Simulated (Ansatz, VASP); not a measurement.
**SiO2 in VASP and in Ansatz**

INCAR

```
SYSTEM = SiO2
PREC     = Accurate       ! precision mode
ENCUT    = 520            ! plane-wave cutoff, eV
EDIFF    = 1E-6           ! SCF threshold, eV
ISMEAR   = 0              ! smearing method
SIGMA    = 0.05           ! smearing width, eV
LREAL    = .FALSE.        ! projectors in reciprocal space
LASPH    = .TRUE.         ! aspherical terms in the spheres
NELM     = 100            ! most SCF steps
ALGO     = Normal         ! electronic algorithm
ISIF     = 2              ! what is computed and relaxed
LWAVE    = .FALSE.        ! write WAVECAR
LCHARG   = .FALSE.        ! write CHGCAR
GGA      = CA             ! functional
NBANDS   = 25             ! bands
```

KPOINTS

```
regular mesh
0
G
  6 6 8
  0 0 0
```

File POSCAR:

```
SiO2
1.0
    4.0804000000      0.0000000000      0.0000000000
    0.0000000000      4.0804000000      0.0000000000
    0.0000000000      0.0000000000      2.3420000000
Si O
2 4
Direct
    0.5000000000      0.5000000000      0.5000000000
    0.0000000000      0.0000000000      0.0000000000
    0.6944252994      0.6944252994      0.0000000000
    0.1944252994      0.8055747006      0.5000000000
    0.3055747006      0.3055747006      0.0000000000
    0.8055747006      0.1944252994      0.5000000000
```

Input for Ansatz:

```yaml
crystal:
  lattice:
    - [4.0804, 0.0, 0.0]
    - [0.0, 4.0804, 0.0]
    - [0.0, 0.0, 2.342]
  atoms:
    - { symbol: Si, position: [0.5, 0.5, 0.5] }
    - { symbol: Si, position: [0.0, 0.0, 0.0] }
    - { symbol: O, position: [0.6944252994, 0.6944252994, 0.0] }
    - { symbol: O, position: [0.1944252994, 0.8055747006, 0.5] }
    - { symbol: O, position: [0.3055747006, 0.3055747006, 0.0] }
    - { symbol: O, position: [0.8055747006, 0.1944252994, 0.5] }
basis:
  ecutwfc: 520.0
kpoints:
  mp_grid: { grid: [6, 6, 8] }
hamiltonian:
  xc: lda
  pseudopotentials: { kind: paw, azcp: { folder: soft_1 } }
scf:
  occupations: { method: gaussian, width: 0.05 }
output:
  forces: true
  stress: true
  eigenvalues: true
```

Alike in both runs: task single point; functional LDA; k mesh 6 × 6 × 8; occupations gaussian, width 0.05 eV; no spin polarisation.

|  | VASP | Ansatz |
| --- | --- | --- |
| version | VASP 6.6.1 | Ansatz 0.2.0 |
| potentials or method | VASP PAW LDA potentials, release 64 (Si, O) | scalar-relativistic, plane waves, PAW |
| plane-wave cutoff (eV) | 520 | 520 |
| valence electrons in the cell | 32 | 32 |

Ansatz gave:

| Property | Result |
| --- | --- |
| gap on the k mesh at the Fermi level (eV) | 8.95 |
| least direct gap on the mesh (eV) | 9.03 |
| rms of the force components (eV/Å) | 0.701 |

Task: Which values does VASP return?

Result: gap on the k mesh at the Fermi level (eV): 8.92; least direct gap on the mesh (eV): 9.02; rms of the force components (eV/Å): 0.753.

Atom by atom the forces differ by 0.052 eV/Å (rms over components). Ansatz warned: «pseudo_functional_mismatch».

Caveats: forces of over 1 eV/Å show positions far from the minimum, so gaps and moduli don't describe the material at rest. A k mesh can miss the band edges. As with any semilocal functional, this LDA gap is likely too small.
